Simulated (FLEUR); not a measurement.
# CdTe (F-43m) in FLEUR: a series of runs

One crystal, CdTe, is run at these levels: PBE; tasks: equation of state.

Program: FLEUR MaX-R8.1 (later development tree). These are calculated values, not measurements. Logs are shortened: lines on timing, memory, paths and dates and some standing lists are left out, and cuts for length are marked.

**1. Starting point**

The structure is cubic, space group F-43m (No. 216). Conventional cell: a = 6.410 Å, b = 6.410 Å, c = 6.410 Å, α = 90.00°, β = 90.00°, γ = 90.00°. Te (site symmetry -43m) has 4 Cd at 2.78 Å as nearest neighbours. Around Cd (site symmetry -43m) lie 4 Te at 2.78 Å.

**2. Equation of state, PBE, 30.95 Å³/atom (volume scaled by 0.94)**

File inp.xml:

```xml
<?xml version="1.0" encoding="UTF-8" standalone="no"?>
<fleurInput fleurInputVersion="0.39">
   <comment>
      CdTe                                                                                                
   </comment>
   <calculationSetup>
      <cutoffs Kmax="3.8" Gmax="11.8" GmaxXC="11.8" numbands="0"/>
      <scfLoop itmax="60" minDistance="0.00001" maxIterBroyd="15" imix="Anderson" alpha="0.05" precondParam="0.0" spinf="2.0" sdNocoIR="T"/>
      <coreElectrons ctail="T" frcor="F" kcrel="0" coretail_lmax="0"/>
      <xcFunctional name="pbe" relativisticCorrections="F"/>
      <magnetism jspins="1"/>
      <soc l_soc="F" theta="0.0" phi="0.0" spav="F"/>
      <expertModes spex="0" secvar="F"/>
      <geometryOptimization l_f="F" forcealpha="1.0" forcemix="BFGS" epsdisp="0.0005" epsforce="0.0002"/>
      <ldaU l_linMix="F" mixParam="0.05" spinf="1.0"/>
   </calculationSetup>
   <cell>
      <bzIntegration valenceElectrons="42.0" mode="hist" fermiSmearingEnergy="0.00183747">
         <kPointListSelection listName="default-1"/>
         <!-- k-points included here -->
         <xi:include xmlns:xi="http://www.w3.org/2001/XInclude" href="kpts.xml"> </xi:include>
      </bzIntegration>
      <!-- symmetry operations included here -->
      <xi:include xmlns:xi="http://www.w3.org/2001/XInclude" href="sym.xml"> </xi:include>
      <bulkLattice scale="0.9795861087">
         <bravaisMatrix>
            <row-1>    0.0000000000000000     6.0565722293429998     6.0565722293429998</row-1>
            <row-2>    6.0565722293429998     0.0000000000000000     6.0565722293429998</row-2>
            <row-3>    6.0565722293429998     6.0565722293429998     0.0000000000000000</row-3>
         </bravaisMatrix>
      </bulkLattice>
   </cell>
   <atomSpecies>
      <species name="Tellurium (Te)" element="Te" atomicNumber="52">
         <mtSphere radius="2.23" gridPoints="761" logIncrement="0.017"/>
         <atomicCutoffs lmax="9" lnonsphr="7"/>
         <electronConfig flipSpins="F">
            <coreConfig>(1s1/2) (2s1/2) (2p1/2) (2p3/2) (3s1/2) (3p1/2) (3p3/2) (4s1/2) (3d3/2) (3d5/2)</coreConfig>
            <valenceConfig>(4p1/2) (4p3/2) (5s1/2) (4d3/2) (4d5/2) (5p1/2) (5p3/2)</valenceConfig>
            <stateOccupation state="(5p1/2)" spinUp="0.666667" spinDown="0.666667"/>
            <stateOccupation state="(5p3/2)" spinUp="1.333333" spinDown="1.333333"/>
         </electronConfig>
         <energyParameters s="5" p="5" d="5" f="4"/>
         <lo type="SCLO" l="1" n="4" eDeriv="0"/>
         <lo type="SCLO" l="1" n="4" eDeriv="1"/>
         <lo type="SCLO" l="2" n="4" eDeriv="0"/>
         <lo type="SCLO" l="2" n="4" eDeriv="1"/>
         <lo type="SCLO" l="0" n="5" eDeriv="2"/>
         <lo type="SCLO" l="3" n="4" eDeriv="2"/>
      </species>
      <species name="Cadmium (Cd)" element="Cd" atomicNumber="48">
         <mtSphere radius="2.48" gridPoints="847" logIncrement="0.015"/>
         <atomicCutoffs lmax="10" lnonsphr="8"/>
         <electronConfig flipSpins="F">
            <coreConfig>(1s1/2) (2s1/2) (2p1/2) (2p3/2) (3s1/2) (3p1/2) (3p3/2) (3d3/2) (3d5/2)</coreConfig>
            <valenceConfig>(4s1/2) (4p1/2) (4p3/2) (5s1/2) (4d3/2) (4d5/2)</valenceConfig>
         </electronConfig>
         <energyParameters s="5" p="5" d="4" f="4"/>
         <lo type="SCLO" l="0" n="4" eDeriv="0"/>
         <lo type="SCLO" l="1" n="4" eDeriv="0"/>
         <lo type="SCLO" l="1" n="4" eDeriv="1"/>
         <lo type="SCLO" l="2" n="4" eDeriv="2"/>
         <lo type="SCLO" l="3" n="4" eDeriv="2"/>
      </species>
   </atomSpecies>
   <atomGroups>
      <atomGroup species="Tellurium (Te)">
         <relPos label="                   1">-1.000/4.000 -1.000/4.000 -1.000/4.000</relPos>
         <force calculate="T" relaxXYZ="TTT"/>
      </atomGroup>
      <atomGroup species="Cadmium (Cd)">
         <relPos label="                   2">.0000000000 .0000000000 .0000000000</relPos>
         <force calculate="T" relaxXYZ="TTT"/>
      </atomGroup>
   </atomGroups>
   <output dos="F" band="F" slice="F">
      <checks vchk="F" cdinf="F"/>
      <bandDOS minEnergy="-.5*Htr" maxEnergy="0.5*Htr" sigma="0.015" storeEVData="T"/>
      <vacuumDOS vacdos="F" integ="F" star="F" nstars="0" locx1="0.0" locy1="0.0" locx2="0.0" locy2="0.0" nstm="0" tworkf="0.0"/>
      <unfoldingBand unfoldBand="F" supercellX="1" supercellY="1" supercellZ="1"/>
      <plotting iplot="0" polar="F">
         <plot TwoD="T" vec1="  1.0  0.0  0.0" vec2="  0.0  1.0  0.0" vec3="  0.0  0.0  1.0" zero="  0.0  0.0  0.0" file="plot"/>
      </plotting>
      <chargeDensitySlicing numkpt="0" minEigenval="0.0" maxEigenval="0.0" nnne="0" pallst="F"/>
      <specialOutput eonly="F"/>
      <moessbauerParams electricFieldGradient="T" isomerShift="T" coreHyperfine="T" valenceHyperfine="T"/>
      <magneticCircularDichroism mcd="F" energyLo="-10.0" energyUp="0.0"/>
   </output>
  <!-- We include the file relax.xml here to enable relaxations (see documentation) -->
  <xi:include xmlns:xi="http://www.w3.org/2001/XInclude" href="relax.xml"> <xi:fallback/> </xi:include>
</fleurInput>
```

Potentials or basis: all-electron, FLAPW.

Run with:

```
$ inpgen -f crystal.txt -profile fastHighL
$ # inp.xml edited to the form shown
$ fleur_MPI
```

Output:

```text
Welcome to FLEUR        (www.flapw.de)
      MaX-Release 8.1          (www.max-centre.eu)

 ========== k-point set info ==========
 Selected k-point list: default-1
 k-point list type: mesh
 7 x 7 x 7
 Number of k points: 20

 ------------Calculation Setup---------------------------
 Number of MPI-tasks      :            1
 Number of PE/node        :            1
 Number of OMP-threads    :            1
 Most efficient MPI parallelization for:
           1           2           4           5          10          20
 Additional eigenvalue parallelization possible
 Number of basis functions:          478
 Approximate size of matrices (H+S) per k-point:         0.007 GB
 --------------------------------------------------------
 Iteration:     1   Distance:       5.85620971 me/bohr^3
 Iteration:     2   Distance:       5.40387684 me/bohr^3
 Iteration:     3   Distance:       3.23926199 me/bohr^3
 Iteration:     4   Distance:       1.01252028 me/bohr^3
 Iteration:     5   Distance:       0.71936390 me/bohr^3
 Iteration:     6   Distance:       0.15480662 me/bohr^3
 Iteration:     7   Distance:       0.11092794 me/bohr^3
 Iteration:     8   Distance:       0.03923913 me/bohr^3
 Iteration:     9   Distance:       0.00854781 me/bohr^3
 Iteration:    10   Distance:       0.00449598 me/bohr^3
 Iteration:    11   Distance:       0.00046622 me/bohr^3
 Iteration:    12   Distance:       0.00040837 me/bohr^3
 Iteration:    13   Distance:       0.00006572 me/bohr^3
 Iteration:    14   Distance:       0.00003916 me/bohr^3
 Iteration:    15   Distance:       0.00001074 me/bohr^3
 Iteration:    16   Distance:       0.00000991 me/bohr^3

 ********************************************************************
 Run finished successfully
 Stop message:
   all done
 ********************************************************************
```

Wall time 53 s (1 thread of Arm Neoverse V1, shared host); peak memory 0.07 GiB.

What came out:

* Free energy: -337227.6113 eV
* Band gap on the k mesh: 1.06 eV, direct
* Valence electrons inside the program's atomic spheres: Te 18.85; Cd 18.48 (radii Te 2.23, Cd 2.48 bohr)

Caveat: the plane-wave cutoff is short for the semicore states, which can make moduli rough; spin-orbit coupling is left out, which moves the levels of the heavy elements.

**3. Equation of state, PBE, 31.60 Å³/atom (volume scaled by 0.96)**

inp.xml, as its differences from that of step 2:

```diff
@@ -24,3 +24,3 @@
       <xi:include xmlns:xi="http://www.w3.org/2001/XInclude" href="sym.xml"> </xi:include>
-      <bulkLattice scale="0.9795861087">
+      <bulkLattice scale="0.9864848297">
          <bravaisMatrix>
```

Potentials or basis: all-electron, FLAPW.

Run with:

```
$ inpgen -f crystal.txt -profile fastHighL
$ # inp.xml edited to the form shown
$ fleur_MPI
```

It took 55 s on 1 thread of Arm Neoverse V1, shared host; peak memory 0.07 GiB.

Results (log left out):

```yaml
Free_energy: -337227.6699 eV
Band_gap_on_the_k_mesh: 1.00 eV, direct
Valence_electrons_inside_the_program's_atomic_spheres: Te 18.84; Cd 18.46 (radii Te 2.23, Cd 2.48 bohr)
```

Caveat: the plane-wave cutoff is short for the semicore states, which can make moduli rough; spin-orbit coupling is left out, which moves the levels of the heavy elements.

**4. Equation of state, PBE, 32.26 Å³/atom (volume scaled by 0.98)**

inp.xml, as its differences from that of step 3:

```diff
@@ -24,3 +24,3 @@
       <xi:include xmlns:xi="http://www.w3.org/2001/XInclude" href="sym.xml"> </xi:include>
-      <bulkLattice scale="0.9864848297">
+      <bulkLattice scale="0.9932883884">
          <bravaisMatrix>
```

Run with:

```
$ inpgen -f crystal.txt -profile fastHighL
$ # inp.xml edited to the form shown
$ fleur_MPI
```

Wall time 53 s (1 thread of Arm Neoverse V1, shared host); peak memory 0.08 GiB.

Results (log left out):

| Quantity | Value |
| --- | --- |
| Free energy | -337227.7180 eV |
| Band gap on the k mesh | 0.93 eV, direct |
| Valence electrons inside the program's atomic spheres | Te 18.84; Cd 18.44 (radii Te 2.23, Cd 2.48 bohr) |

Caveat: the plane-wave cutoff is short for the semicore states, which can make moduli rough; spin-orbit coupling is left out, which moves the levels of the heavy elements.

**5. Equation of state, PBE, 32.92 Å³/atom**

inp.xml, as its differences from that of step 4:

```diff
@@ -24,3 +24,3 @@
       <xi:include xmlns:xi="http://www.w3.org/2001/XInclude" href="sym.xml"> </xi:include>
-      <bulkLattice scale="0.9932883884">
+      <bulkLattice scale="1.0000000000">
          <bravaisMatrix>
```

Run with:

```
$ inpgen -f crystal.txt -profile fastHighL
$ # inp.xml edited to the form shown
$ fleur_MPI
```

Wall time 56 s (1 thread of Arm Neoverse V1, shared host); peak memory 0.08 GiB.

The run converged. Its results:

```yaml
Free_energy: -337227.7588 eV
Band_gap_on_the_k_mesh: 0.87 eV, direct
Valence_electrons_inside_the_program's_atomic_spheres: Te 18.83; Cd 18.43 (radii Te 2.23, Cd 2.48 bohr)
```

Caveat: the plane-wave cutoff is short for the semicore states, which can make moduli rough; spin-orbit coupling is left out, which moves the levels of the heavy elements.

**6. Equation of state, PBE, 33.58 Å³/atom (volume scaled by 1.02)**

inp.xml, as its differences from that of step 5:

```diff
@@ -24,3 +24,3 @@
       <xi:include xmlns:xi="http://www.w3.org/2001/XInclude" href="sym.xml"> </xi:include>
-      <bulkLattice scale="1.0000000000">
+      <bulkLattice scale="1.0066227096">
          <bravaisMatrix>
```

Potentials or basis: all-electron, FLAPW.

Run with:

```
$ inpgen -f crystal.txt -profile fastHighL
$ # inp.xml edited to the form shown
$ fleur_MPI
```

Run time: 57 s. Hardware: 1 thread of Arm Neoverse V1, shared host; peak memory 0.08 GiB.

Results (log left out):

```yaml
Free_energy: -337227.7903 eV
Band_gap_on_the_k_mesh: 0.81 eV, direct
Valence_electrons_inside_the_program's_atomic_spheres: Te 18.82; Cd 18.41 (radii Te 2.23, Cd 2.48 bohr)
```

Caveat: the plane-wave cutoff is short for the semicore states, which can make moduli rough; spin-orbit coupling is left out, which moves the levels of the heavy elements.

**7. Equation of state, PBE, 34.24 Å³/atom (volume scaled by 1.04)**

inp.xml, as its differences from that of step 6:

```diff
@@ -24,3 +24,3 @@
       <xi:include xmlns:xi="http://www.w3.org/2001/XInclude" href="sym.xml"> </xi:include>
-      <bulkLattice scale="1.0066227096">
+      <bulkLattice scale="1.0131594038">
          <bravaisMatrix>
```

Run with:

```
$ inpgen -f crystal.txt -profile fastHighL
$ # inp.xml edited to the form shown
$ fleur_MPI
```

Run time: 59 s. Hardware: 1 thread of Arm Neoverse V1, shared host; peak memory 0.08 GiB.

The run converged. Its results:

| Quantity | Value |
| --- | --- |
| Free energy | -337227.8117 eV |
| Band gap on the k mesh | 0.75 eV, direct |
| Valence electrons inside the program's atomic spheres | Te 18.81; Cd 18.39 (radii Te 2.23, Cd 2.48 bohr) |

Caveat: the plane-wave cutoff is short for the semicore states, which can make moduli rough; spin-orbit coupling is left out, which moves the levels of the heavy elements.

**8. Equation of state, PBE, 34.90 Å³/atom (volume scaled by 1.06)**

inp.xml, as its differences from that of step 7:

```diff
@@ -24,3 +24,3 @@
       <xi:include xmlns:xi="http://www.w3.org/2001/XInclude" href="sym.xml"> </xi:include>
-      <bulkLattice scale="1.0131594038">
+      <bulkLattice scale="1.0196128224">
          <bravaisMatrix>
```

Run with:

```
$ inpgen -f crystal.txt -profile fastHighL
$ # inp.xml edited to the form shown
$ fleur_MPI
```

It took 60 s on 1 thread of Arm Neoverse V1, shared host; peak memory 0.08 GiB.

The run converged. Its results:

```
Free energy                                           : -337227.8259 eV
Band gap on the k mesh                                : 0.69 eV, direct
Valence electrons inside the program's atomic spheres : Te 18.80; Cd 18.38 (radii Te 2.23, Cd 2.48 bohr)
```

Caveat: the plane-wave cutoff is short for the semicore states, which can make moduli rough; spin-orbit coupling is left out, which moves the levels of the heavy elements.

**9. Equation of state, PBE**

Potentials or basis: all-electron, FLAPW.

No new run: the results of the series are fitted here.

Results:

```yaml
Equilibrium_volume: "35.64 Å³/atom (rough: see the caveat)"
Bulk_modulus: 54 GPa (rough)
```

Energy against volume, from the lowest point:
```csv
volume (Å³/atom),energy (meV/atom)
30.947,107.28
31.605,77.97
32.263,53.93
32.922,33.53
33.580,17.78
34.239,7.08
34.897,0.00
```

Caveat: the fit is doubtful: noisy points or a state that changes with volume; the minimum lies outside the volumes run; the plane-wave cutoff is short for the semicore states, which can make moduli rough.
